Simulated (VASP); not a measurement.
Runs of VASP 6.6.1 on Na2S. Symmetry: Fm-3m, No. 225, cubic system. Conventional cell: a = 6.498 Å, b = 6.498 Å, c = 6.498 Å, α = 90.00°, β = 90.00°, γ = 90.00°. Na (site symmetry -43m) has 4 S at 2.81 Å as nearest neighbours. S (site symmetry m-3m) is surrounded by 8 Na at 2.81 Å. The cell comes from a database or a generator and needn't be the stable form of this composition.

```tsv
level	potentials or basis	k mesh	cutoff (eV)	gap on the mesh (eV)	pressure (GPa)	relaxed volume (Å³/atom)
PBEsol	VASP PAW PBE potentials, release 64 (Na_pv, S)	4 × 4 × 4	600	2.41	0.0	(b)
LDA	VASP PAW LDA potentials, release 64 (Na_pv, S)	8 × 8 × 8	600	(a)	0.0	21.72
PBEsol	VASP PAW PBE potentials, release 64 (Na_pv, S)	8 × 8 × 8	300	2.43	0.0	22.87
PBEsol	VASP PAW PBE potentials, release 64 (Na, S)	8 × 8 × 8	580	2.47	0.0	22.59
RPBE	VASP PAW PBE potentials, release 64 (Na_pv, S)	8 × 8 × 8	600	2.51	0.0	24.83
```

Alike in all rows: task relaxation of cell and atoms; no spin polarisation; cell relaxed; smearing gaussian 0.02 eV.

Problem. Estimate the missing entries.

Solution. (a) 2.49; (b) 22.95.

Caveats: the PAW data sets were made with another functional, which shifts forces and pressure a little (some runs); the cutoff is under 1.25 times the usual one of these potentials, so pressure, stress and relaxed cells hold a basis-set (Pulay) error (some runs).

A k mesh can miss the band edges.

Not every run made on this cell is shown here.
